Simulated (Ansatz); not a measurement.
A 2-atom cell of KCl started from a crystallographic database, relaxed with r2SCAN in the PAW code Ansatz. The symmetry is Fm-3m (No. 225, cubic); conventional cell a = 6.290 Å, 31.10 Å³ an atom. Around K lie 6 Cl at 3.14 Å; around Cl lie 6 K at 3.14 Å.

The axes x, y and z are those of this cell:
```
CELL_PARAMETERS angstrom
0.00000 3.14485 3.14485
3.14485 0.00000 3.14485
3.14485 3.14485 0.00000
ATOMIC_POSITIONS crystal
K 0.00000 0.00000 0.00000
Cl 0.50000 0.50000 0.50000
```

Unstrained: The PBE gap is direct at Γ: 5.194 eV. With r2SCAN the gap is 5.831 eV and direct, at Γ. With HSE06 the gap is 6.505 eV and direct, at Γ. Meshes: PBE 8×8×8, r2SCAN 8×8×8, HSE06 6×6×6. Strains are changes of length per length. After each strain the atoms were relaxed again with r2SCAN within the symmetry that the strain leaves, so tilts or polar shifts that break it weren't tested; points keep the names that they have in the unstrained zone. No spin polarisation and no zero-point or thermal motion.

**Question.** Apply uniaxial +2.56 % along x, other directions held. How far does the gap move, against the unstrained cell?

**Answer.** PBE: the gap goes from 5.194 to 5.102 eV (-0.092 eV); with r2SCAN the top three valence levels at Γ, degenerate before, become 2+1 from the top over 16 meV. r2SCAN: the gap goes from 5.831 to 5.735 eV (-0.096 eV). HSE06: the gap goes from 6.505 to 6.407 eV (-0.098 eV). The r2SCAN energy rises by 2.5 meV an atom.

**Question.** One strain changed the r2SCAN stress by xx +0.99, yy +0.99, zz -0.03 GPa (compression positive) and the gap by +0.097 eV (PBE), +0.098 eV (r2SCAN), +0.104 eV (HSE06). Which kind of strain was it, and roughly how large?

**Answer.** Epitaxial -1.72 % in the xy plane, free normal strain +0.50 %. The pattern of the stress gives the kind; the size needs the stiffness, so it is an estimate.

The meshes of the hybrids are coarse, so their gaps aren't converged to the digits shown.

The splittings at Γ are without spin-orbit coupling, which regroups them where it is of like size or larger.
